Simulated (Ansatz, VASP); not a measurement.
**Two plane-wave programs on LiCl**

```
CELL_PARAMETERS angstrom
0.00000 2.55604 2.60716
2.55604 0.00000 2.60716
2.55604 2.55604 0.00000
ATOMIC_POSITIONS crystal
Li 0.00000 0.00000 0.00000
Cl 0.50000 0.50000 0.50000
```

Change from the starting cell: uniaxial_z strain +2.0%.

Alike in both runs: task single point; functional PBE; k mesh 8 × 8 × 8; occupations fermi-dirac, width 0.02 eV; no spin polarisation.

|  | VASP | Ansatz |
| --- | --- | --- |
| version | VASP 6.6.1 | Ansatz 0.2.0 |
| potentials or method | VASP PAW PBE potentials, release 64 (Li_sv, Cl) | plane waves, PAW |
| plane-wave cutoff (eV) | 520 | 420 |
| valence electrons in the cell | 10 | 10 |

Ansatz gave:

```
gap on the k mesh at the Fermi level (eV) : 6.24
```

Problem. Estimate VASP's values.

Solution. gap on the k mesh at the Fermi level (eV): 6.25.

 A k mesh can miss the band edges.
